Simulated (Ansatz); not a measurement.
# Germanium, hcp under revPBE: structure, energy and stiffness, part 2 of 2

What does revPBE give for germanium in the hcp structure? We relax it, solve it on a dense k-mesh, then scale the cell to 7 volumes from 88 to 112 % of the relaxed one and try a fit of the equation of state. Spin polarisation is left out. The k-meshes are 12×12×7 for the relaxation; 19×19×11 for the dense run; 13×13×8 for the volumes.

Ansatz 0.2.0; DFT, revPBE, plane waves (420 eV) with PAW, scalar-relativistic. The steps go on from the part before.

## (6) Volume × 0.96

This is Ge in the hcp structure; at room conditions it is diamond.

input.yaml reads:

```yaml
crystal:
  lattice:
    - [3.0438862531, 0.0, 0.0]
    - [-1.5219431265, 2.6360828214, 0.0]
    - [0.0, 0.0, 4.7152184466]
  atoms:
    - { symbol: Ge, position: [0.3333333333, 0.6666666667, 0.25] }
    - { symbol: Ge, position: [0.6666666667, 0.3333333333, 0.75] }
hamiltonian:
  xc: revpbe
  pseudopotentials:
    kind: paw
    azcp:
      Ge: "pseudopotentials/Ge.paw.azcp"
basis:
  ecutwfc: 420
  fft_grid_basis: typed
kpoints:
  mp_grid: { grid: [13, 13, 8], shift: [0, 0, 0] }
magnetization:
  spin_polarized: false
scf:
  occupations: { method: fermi_dirac, width: 0.1 }
  lower_state_search: "off"
output:
  stress: true
  write_density: true
  write_potential: true
  elf: true
  volumetric_format: npy
```

On the command line:

```
$ ansatz run input.yaml --threads 2 --pin off --max-ram 5120MiB --backend cpu --events-out ev --progress --plain --runs-dir out
```

Log:

```text
Warning: RAYON_NUM_THREADS=2 ignored (pool sized by the plan → 2); use --threads N
Engine: ansatz 0.2.0, aarch64-unknown-linux-gnu
Pseudopotentials: kind: paw
Pseudopotential: Ge, paw, valence charge 14, recommended cutoff 420 eV (normal), <dir>
Functional definition: revPBE
  parameter kappa = 1.245
  parameter beta = 0.06672455060314922
  exchange = pbe_x(kappa = kappa, mu = beta*pi^2/3)
  correlation = pbe_c(beta = beta)
Crystal: 2 atoms, lattice volume = 37.835 Å³
Basis set: ecut = 420 eV, 747 PW (Γ)
Bands: 18, of which v1, the nominal top of the filled ones, is band 14 counted from 1 (13 counted from 0)
Symmetry: 24 space group operations
Space group: P63/mmc (ITA 194), of the structure as read, at distance tolerance 3.4e-5 Å
k-points: 105 of 1352
Non-local potential: Ge, projectors of the file, l = 0: 2, l = 1: 2, l = 2: 3, l = 3: 1
PAW form: soft (Blöchl's): semilocal exchange-correlation on the pseudo side does not see the compensation charge
PAW frozen core: Ge, regenerated for the run's functional, and the local potential with it (the file was generated under x = pbe(κ = 0.804, μ = 0.2195149727645171), c = pbe(β = 0.06672455060314922))
PAW one-centre angular grid: Ge, 590 points (default); XC on 64 Gauss nodes
Initial density: superposition of atomic densities (neutral atoms: chi_scale 0, normalization atom), corrected by the library's trained network
Initial wavefunctions: pseudopotential atomic-orbital guess
Functional: x = revpbe(κ = 1.245, μ = 0.2195149727645171), c = pbe(β = 0.06672455060314922)
SCF iter   1: F=—  HF=-8597.402448 eV  |F-HF|=—  |Δ(HF+E_count)|=         —  Δρ=2.80e-3  dr2=1.16e-3  ethr=1.77e-3  ⟨swp⟩=4.8  Hψ=7659  notcnv=0
preconditioner: auto → none  [metal: Δε(μ)=0.014 eV  Ē_g=23.053 eV  σ=0.100 eV  W_gap=0.03  n_scr=8 (ndim 8)  ℏωp=31.9 eV  f_vac=0.000  D(μ)=1.52/eV (n_scr^D=10)  sad-step TF]
SCF iter   2: F=—  HF=-8597.401883 eV  |F-HF|=—  |Δ(HF+E_count)|=   5.64e-4  Δρ=1.45e-3  dr2=4.84e-4  ethr=4.16e-6  ⟨swp⟩=2.0  Hψ=4150  notcnv=0
SCF iter   3: F=—  HF=-8597.401941 eV  |F-HF|=—  |Δ(HF+E_count)|=   5.74e-5  Δρ=5.56e-4  dr2=4.30e-5  ethr=1.73e-6  ⟨swp⟩=2.9  Hψ=3441  notcnv=0
SCF iter   4: F=—  HF=-8597.401946 eV  |F-HF|=—  |Δ(HF+E_count)|=   5.71e-6  Δρ=5.13e-5  dr2=4.64e-7  ethr=1.54e-7  ⟨swp⟩=2.0  Hψ=3214  notcnv=0
iter 5 did not close the SCF: its close was put off for the readings that it lacked (scf_convergence_deferred on its scf_iter line)
SCF iter   5: F=-8597.401947 eV  HF=-8597.401947 eV  |F-HF|=1.03e-8  |Δ(HF+E_count)|=   4.54e-7  Δρ=6.77e-6  dr2=5.07e-9  ethr=1.66e-9  ⟨swp⟩=2.0  Hψ=2300  notcnv=0
SCF iter   6: F=-8597.401947 eV  HF=-8597.401947 eV  |F-HF|=2.89e-10  |Δ(HF+E_count)|=   3.89e-9  Δρ=1.49e-6  dr2=2.59e-10  ethr=1.81e-11  ⟨swp⟩=4.3  Hψ=9230  notcnv=0
the search or the solves at the SCF's close seem to have found levels that the self-consistency loop had missed (the run counts 1). By its estimate they hold under 1e-12 electrons; where the run keeps them, the occupations were computed again with them
SCF 1 converged in 6 iterations: F = -8597.401947 eV  dr2 = 2.59e-10
SCF converged after 6 iterations
Free energy (F): -8597.401947 eV
Harris-Foulkes:  -8597.401947 eV  (|F-HF|=2.89e-10)
Internal energy: -8597.355994 eV  (E = F + TS)
E sigma→0 (E₀):  -8597.378971 eV
Entropy (-TS):   -0.045953 eV (-22.976 meV/atom)
Fermi energy:    11.150953 eV
--- Per-component energies (eV) ---
  E_band       = -224.678075
  E_kinetic    = 219.952132
  E_local      = -4258.818706  (includes V_loc(G=0)·N_el)
  E_nonlocal   = 829.313397
  E_hartree    = 1861.558597
  E_xc         = -151.205526
  E_vxc        = -128.719388  (∫ρ·V_xc dr)
  E_paw        = -4039.870489  (= ΣΔE_a)
  E_vpaw       = -609.523781  (= ΣTr[D̂ρ^β])
  E_aug_tail   = 0.000551  (compensation charges beyond the density's cutoff)
  E_ewald      = -3058.024854
  E_core_change = -0.261096  (= ΣΔE_core)
  E_smearing   = -0.045953  (= −TS)
  E_closure    = 0.000000  (closes the sum)
  Σ components = -8597.401947   (vs F -8597.401947, Δ=0.00e0)
--- Stress (GPa, compression-positive) ---
        2.431315       0.000000       0.000000
        0.000000       2.431315       0.000000
        0.000000       0.000000       3.518863
  P = ⅓ Tr σ = 2.7938 GPa (27.938 kbar)
--- Band table (eV; the first three rows and the last of 105) ---
  k-point 0: bands = ["-13.5971", "-13.5871", "-13.5871", "-13.5822", "-13.5786", "-13.5786", "-13.5746", "-13.5746", "-13.5014", "-13.5014", "-1.9976", "3.9414", "5.8126", "17.2284", "17.2284", "19.3371", "19.3371", "21.1681"]
  k-point 1: bands = ["-13.5963", "-13.5924", "-13.5924", "-13.5825", "-13.5805", "-13.5805", "-13.5661", "-13.5661", "-13.5026", "-13.5026", "-1.8925", "3.0390", "6.9177", "17.3120", "17.3120", "19.2948", "19.2948", "20.2015"]
  k-point 2: bands = ["-13.5976", "-13.5976", "-13.5940", "-13.5853", "-13.5853", "-13.5834", "-13.5521", "-13.5521", "-13.5067", "-13.5067", "-1.5768", "1.7638", "8.7981", "17.5550", "17.5550", "18.0950", "19.1371", "19.1371"]
  k-point 104: bands = ["-13.6079", "-13.6079", "-13.5658", "-13.5658", "-13.5565", "-13.5565", "-13.5414", "-13.5414", "-13.4984", "-13.4984", "4.9094", "4.9094", "7.5369", "7.5369", "9.0823", "9.0823", "17.7643", "17.7643"]
```

Run time: 2 s. Hardware: 2 threads of Arm Neoverse V2, shared host; peak memory 0.33 GiB.

Density in a lattice plane of the grid's cell (edges 3.04 and 4.72 Å, at 0.333 of the third edge), which holds Ge.

Ten even steps from '0' (0.13 e/Å³) to '9' (49.03 e/Å³):
```
0000000000000000
0000000000000000
0000000000110000
0000000002452000
0000000003895100
0000000002452000
0000000000110000
0000000000000000
0000000000000000
0000000000000000
0000000000000000
0000000000000000
0000000000000000
0000000000000000
0000000000000000
0000000000000000
0000000000000000
0000000000000000
0000000000000000
0000000000000000
```
Columns run along the first of these edges and rows up along the second, over one cell in 16 and 20 even steps from the bottom left corner. Atoms in the plane (fractional): Ge at (0.67, 0.75).

ELF in the same plane.

Ten even steps from ' ' (0.00) to '@' (0.43):
```
%%**++++**##@@@@@@@@@@@@@@@@@@@@
@@##**++##%%@@@@@@%%%%##%%@@@@@@
@@%%##**%%@@@@@@##++----==**@@@@
@@@@####@@@@@@%%==..    ..--##@@
@@@@%%##@@@@@@##--  ::==  ::**@@
@@@@####@@@@@@%%==..    ..--##@@
@@%%##**%%@@@@@@##++----==**@@@@
@@##**++##%%@@@@@@%%%%##%%@@@@@@
%%**++++**##@@@@@@@@@@@@@@@@@@@@
##**********##%%@@@@@@@@@@@@%%##
%%%%%%%%%%%%####################
@@@@@@@@@@@@%%##****++++++**##%%
@@@@@@@@@@@@@@%%##++++++++**%%@@
@@@@@@@@@@@@@@@@##**++++++##%%@@
@@@@@@@@@@@@@@@@##**++++++##@@@@
@@@@@@@@@@@@@@@@##**++++++##%%@@
@@@@@@@@@@@@@@%%##++++++++**%%@@
@@@@@@@@@@@@%%##****++++++**##%%
%%%%%%%%%%%%####################
##**********##%%@@@@@@@@@@@@%%##
```
Columns run along the first of these edges and rows up along the second, over one cell in 16 and 20 even steps from the bottom left corner. Atoms in the plane (fractional): Ge at (0.67, 0.75).

Both are smooth fields of the valence electrons: close to the nuclei they are not physical.

## (7) Volume × 1.0

Edit input.yaml of step 6 so:

```diff
@@ -2,5 +2,5 @@
   lattice:
-    - [3.0438862531, 0.0, 0.0]
-    - [-1.5219431265, 2.6360828214, 0.0]
-    - [0.0, 0.0, 4.7152184466]
+    - [3.0855885071, 0.0, 0.0]
+    - [-1.5427942536, 2.6721980328, 0.0]
+    - [0.0, 0.0, 4.7798185076]
   atoms:
@@ -26,5 +26 @@
   stress: true
-  write_density: true
-  write_potential: true
-  elf: true
-  volumetric_format: npy
```

On the command line:

```
$ ansatz run input.yaml --threads 2 --pin off --max-ram 5120MiB --backend cpu --events-out ev --progress --plain --runs-dir out
```

Log (excerpt; [...] marks lines left out):

```text
Warning: RAYON_NUM_THREADS=2 ignored (pool sized by the plan → 2); use --threads N
[...]
[... 3 set-up lines as earlier in the session ...]
[...]
Crystal: 2 atoms, lattice volume = 39.411 Å³
Basis set: ecut = 420 eV, 759 PW (Γ)
Bands: 18, of which v1, the nominal top of the filled ones, is band 14 counted from 1 (13 counted from 0)
[... 2 set-up lines as earlier in the session ...]
k-points: 105 of 1352
[...]
SCF iter   1: F=—  HF=-8597.416937 eV  |F-HF|=—  |Δ(HF+E_count)|=         —  Δρ=2.67e-3  dr2=1.14e-3  ethr=1.77e-3  ⟨swp⟩=4.8  Hψ=7661  notcnv=0
[...]
SCF iter   6: F=-8597.416362 eV  HF=-8597.416362 eV  |F-HF|=2.45e-9  |Δ(HF+E_count)|=   1.83e-8  Δρ=2.51e-6  dr2=8.05e-10  ethr=4.23e-11  ⟨swp⟩=1.7  Hψ=5659  notcnv=0
[...]
SCF converged after 6 iterations
Free energy (F): -8597.416362 eV
[...]
E sigma→0 (E₀):  -8597.392733 eV
Entropy (-TS):   -0.047257 eV (-23.629 meV/atom)
Fermi energy:    10.544662 eV
[...]
--- Stress (GPa, compression-positive) ---
       -0.146882       0.000000       0.000000
       -0.000000      -0.146882       0.000000
        0.000000       0.000000       0.981500
  P = ⅓ Tr σ = 0.2292 GPa (2.292 kbar)
```

It took 1.6 s on 2 threads of Arm Neoverse V2, shared host; peak memory 0.33 GiB.

## (8) Volume × 1.04

Edit input.yaml of step 7 so:

```diff
@@ -2,5 +2,5 @@
   lattice:
-    - [3.0855885071, 0.0, 0.0]
-    - [-1.5427942536, 2.6721980328, 0.0]
-    - [0.0, 0.0, 4.7798185076]
+    - [3.1261930123, 0.0, 0.0]
+    - [-1.5630965061, 2.7073625658, 0.0]
+    - [0.0, 0.0, 4.8427180695]
   atoms:
```

On the command line:

```
$ ansatz run input.yaml --threads 2 --pin off --max-ram 5120MiB --backend cpu --events-out ev --progress --plain --runs-dir out
```

Log (excerpt; [...] marks lines left out):

```text
Warning: RAYON_NUM_THREADS=2 ignored (pool sized by the plan → 2); use --threads N
[...]
[... 3 set-up lines as earlier in the session ...]
[...]
Crystal: 2 atoms, lattice volume = 40.987 Å³
Basis set: ecut = 420 eV, 797 PW (Γ)
Bands: 18, of which v1, the nominal top of the filled ones, is band 14 counted from 1 (13 counted from 0)
[... 2 set-up lines as earlier in the session ...]
k-points: 105 of 1352
[...]
SCF iter   1: F=—  HF=-8597.408659 eV  |F-HF|=—  |Δ(HF+E_count)|=         —  Δρ=2.55e-3  dr2=1.12e-3  ethr=1.77e-3  ⟨swp⟩=4.8  Hψ=7652  notcnv=0
[...]
SCF iter   6: F=-8597.408043 eV  HF=-8597.408043 eV  |F-HF|=4.79e-9  |Δ(HF+E_count)|=   2.74e-8  Δρ=3.11e-6  dr2=1.39e-9  ethr=6.12e-11  ⟨swp⟩=1.7  Hψ=5661  notcnv=0
[...]
SCF converged after 6 iterations
Free energy (F): -8597.408043 eV
[...]
E sigma→0 (E₀):  -8597.384408 eV
Entropy (-TS):   -0.047272 eV (-23.636 meV/atom)
Fermi energy:    9.984628 eV
[...]
--- Stress (GPa, compression-positive) ---
       -2.254712      -0.000000       0.000000
        0.000000      -2.254712       0.000000
        0.000000       0.000000      -1.026843
  P = ⅓ Tr σ = -1.8454 GPa (-18.454 kbar)
```

Wall time 1.6 s (2 threads of Arm Neoverse V2, shared host); peak memory 0.33 GiB.

## (9) Volume × 1.08

Edit input.yaml of step 8 so:

```diff
@@ -2,5 +2,5 @@
   lattice:
-    - [3.1261930123, 0.0, 0.0]
-    - [-1.5630965061, 2.7073625658, 0.0]
-    - [0.0, 0.0, 4.8427180695]
+    - [3.1657692771, 0.0, 0.0]
+    - [-1.5828846385, 2.7416366165, 0.0]
+    - [0.0, 0.0, 4.9040248065]
   atoms:
```

On the command line:

```
$ ansatz run input.yaml --threads 2 --pin off --max-ram 5120MiB --backend cpu --events-out ev --progress --plain --runs-dir out
```

Log (excerpt; [...] marks lines left out):

```text
Warning: RAYON_NUM_THREADS=2 ignored (pool sized by the plan → 2); use --threads N
[...]
[... 3 set-up lines as earlier in the session ...]
[...]
Crystal: 2 atoms, lattice volume = 42.564 Å³
Basis set: ecut = 420 eV, 821 PW (Γ)
Bands: 18, of which v1, the nominal top of the filled ones, is band 14 counted from 1 (13 counted from 0)
[... 1 set-up line as earlier in the session ...]
Space group: P63/mmc (ITA 194), of the structure as read, at distance tolerance 3.5e-5 Å
k-points: 105 of 1352
[...]
SCF iter   1: F=—  HF=-8597.381929 eV  |F-HF|=—  |Δ(HF+E_count)|=         —  Δρ=2.46e-3  dr2=1.12e-3  ethr=1.77e-3  ⟨swp⟩=4.8  Hψ=7652  notcnv=0
[...]
SCF iter   6: F=-8597.381283 eV  HF=-8597.381283 eV  |F-HF|=1.46e-8  |Δ(HF+E_count)|=   6.17e-8  Δρ=4.90e-6  dr2=3.82e-9  ethr=1.28e-10  ⟨swp⟩=3.3  Hψ=5302  notcnv=0
[...]
SCF converged after 6 iterations
Free energy (F): -8597.381283 eV
[...]
E sigma→0 (E₀):  -8597.358109 eV
Entropy (-TS):   -0.046347 eV (-23.173 meV/atom)
Fermi energy:    9.465488 eV
[...]
--- Stress (GPa, compression-positive) ---
       -3.985416       0.000000      -0.000000
        0.000000      -3.985416       0.000000
       -0.000000       0.000000      -2.632969
  P = ⅓ Tr σ = -3.5346 GPa (-35.346 kbar)
```

Run time: 1.6 s. Hardware: 2 threads of Arm Neoverse V2, shared host; peak memory 0.33 GiB.

## (10) Volume × 1.12

Edit input.yaml of step 9 so:

```diff
@@ -2,5 +2,5 @@
   lattice:
-    - [3.1657692771, 0.0, 0.0]
-    - [-1.5828846385, 2.7416366165, 0.0]
-    - [0.0, 0.0, 4.9040248065]
+    - [3.2043800248, 0.0, 0.0]
+    - [-1.6021900124, 2.7750745048, 0.0]
+    - [0.0, 0.0, 4.9638358817]
   atoms:
```

On the command line:

```
$ ansatz run input.yaml --threads 2 --pin off --max-ram 5120MiB --backend cpu --events-out ev --progress --plain --runs-dir out
```

Log (excerpt; [...] marks lines left out):

```text
Warning: RAYON_NUM_THREADS=2 ignored (pool sized by the plan → 2); use --threads N
[...]
[... 3 set-up lines as earlier in the session ...]
[...]
Crystal: 2 atoms, lattice volume = 44.140 Å³
Basis set: ecut = 420 eV, 881 PW (Γ)
Bands: 18, of which v1, the nominal top of the filled ones, is band 14 counted from 1 (13 counted from 0)
[... 2 set-up lines as earlier in the session ...]
k-points: 105 of 1352
[...]
SCF iter   1: F=—  HF=-8597.340136 eV  |F-HF|=—  |Δ(HF+E_count)|=         —  Δρ=2.37e-3  dr2=1.12e-3  ethr=1.77e-3  ⟨swp⟩=4.7  Hψ=7640  notcnv=0
[...]
SCF iter   6: F=-8597.339481 eV  HF=-8597.339481 eV  |F-HF|=4.73e-8  |Δ(HF+E_count)|=   1.84e-7  Δρ=7.78e-6  dr2=1.23e-8  ethr=3.57e-10  ⟨swp⟩=4.0  Hψ=6032  notcnv=0
[...]
SCF converged after 6 iterations
Free energy (F): -8597.339481 eV
[...]
E sigma→0 (E₀):  -8597.317076 eV
Entropy (-TS):   -0.044810 eV (-22.405 meV/atom)
Fermi energy:    8.983037 eV
[...]
--- Stress (GPa, compression-positive) ---
       -5.402688       0.000000       0.000000
        0.000000      -5.402688       0.000000
        0.000000       0.000000      -3.942304
  P = ⅓ Tr σ = -4.9159 GPa (-49.159 kbar)
```

It took 1.6 s on 2 threads of Arm Neoverse V2, shared host; peak memory 0.33 GiB.

## (11) Energy and pressure against volume

All volumes keep the relaxed shape and fractional coordinates.

```csv
V (Å³/atom),E − E₀ (meV/atom),P from the stress (GPa),P from the fit (GPa)
17.341,65.6,10.04,9.72
18.129,27.6,6.00,5.83
18.917,7.0,2.79,2.70
19.706,0.1,0.23,0.19
20.494,4.3,-1.85,-1.83
21.282,17.4,-3.53,-3.47
22.070,37.9,-4.92,-4.79
```

A third-order Birch-Murnaghan fit gives V₀ = 19.773 Å³/atom, B₀ = 55 GPa and B₀′ = 4.4; it misses no point by more than 0.07 meV/atom.

The fit is made to E(σ → 0), while the stress belongs to the free energy F; that is one source of the offset between the two pressures.

## (12) Summary of results

This closing draws on all 2 parts.

| quantity | value |
| --- | --- |
| space group (spins left aside) | P6_3/mmc (No. 194) |
| conventional cell | a = 3.086 Å, c = 4.780 Å (c/a = 1.549) |
| volume | 19.706 Å³/atom |
| shortest distance | 2.981 Å |
| gap on the mesh | none (levels filled in part) |
| relative to diamond | +355 meV/atom |
| V₀, B₀, B₀′ | 19.773 Å³/atom, 55 GPa, 4.4 |

In words: The relaxation enlarged the cell by 2.4 % in volume. It lies 355 meV/atom above the element's reference form at the same level (diamond, from a run of its own). No gap shows: it is a metal or semimetal at this level. The fitted modulus is 55 GPa; letting shape and positions relax at each volume could only lower it. Relaxation kept the symmetry; phonons were not checked.
